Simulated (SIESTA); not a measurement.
BaTiO3 in SIESTA: convergence with EnergyShift

BaTiO3:

```
Ba Ti O
1.0
     3.70452   -0.01641    0.18507
    -0.01641    4.18451    0.02529
     0.18591    0.02540    3.89174
Ba Ti O
1 1 3
Cartesian
  0.1932 3.7176 3.7583
  1.9778 1.7733 2.4309
  1.8676 3.3187 3.9251
  2.1383 3.7507 1.9382
  3.6777 2.1334 2.1198
```

The cell isn't the ideal one: all atoms moved at random.

- Program: SIESTA 5.4.2
- Task: single point
- Functional: LDA
- Potentials or basis: PseudoDojo 0.4 standard (LDA files)
- Basis: DZP (energy shift 0.05 Ry; two zetas on semicore shells; d shell added on Ba)
- Grid cutoff: 800 Ry
- Energy shift: 0.05 Ry
- k mesh: 5 × 5 × 5
- Occupations: fermi-dirac, width 0.05 eV
- Spin: no spin polarisation

These are the settings of the first run; the series varies EnergyShift, with any setting tied to it.

Hardware: 1 thread of Intel(R) Xeon(R) Platinum 8259CL CPU @ 2.50GHz (Skylake/Cascade Lake), on a shared host.

Problem. The values tried are 0.05, 0.03, 0.02, 0.01, 0.005, 0.003, 0.002, 0.001, loosest first. From which on does the pressure stay within 0.1 GPa of the tightest run that finished?

Solution. From 0.002 on.

```tsv
EnergyShift	energy less the tightest run, at zero smearing (meV/atom)	pressure (GPa)	largest force (eV/Å)	SCF cycles	CPU time (s)	peak memory (GiB)
0.05	1441.43	37.89	14.421	14	65	0.35
0.03	725.26	46.99	14.809	16	85	0.38
0.02	432.81	51.52	14.806	14	94	0.4
0.01	192.51	55.09	14.664	15	130	0.45
0.005	88.73	56.52	14.572	14	160	0.49
0.003	47.67	57.04	14.543	13	170	0.51
0.002	25.75	57.24	14.527	13	200	0.53
0.001	0.00	57.24	14.507	13	240	0.57
```

Not settled before the last step: the energy (to 1 meV/atom), the largest force (to 0.005 eV/Å). The tightest run that finished is the yardstick and may itself not be fully converged.

Caveat, for the tightest run too: this set's barium file shifts pressures by up to 1 GPa against other sets; so large a pressure means that the cell lies far from this level's equilibrium, or that cutoff or potentials fall short; the basis of atomic orbitals isn't converged, which shifts pressures, moduli and gaps; forces of over 1 eV/Å show positions far from the minimum, so gaps and moduli don't describe the material at rest. The run has no spin-orbit coupling, so splittings on Ba are missing.
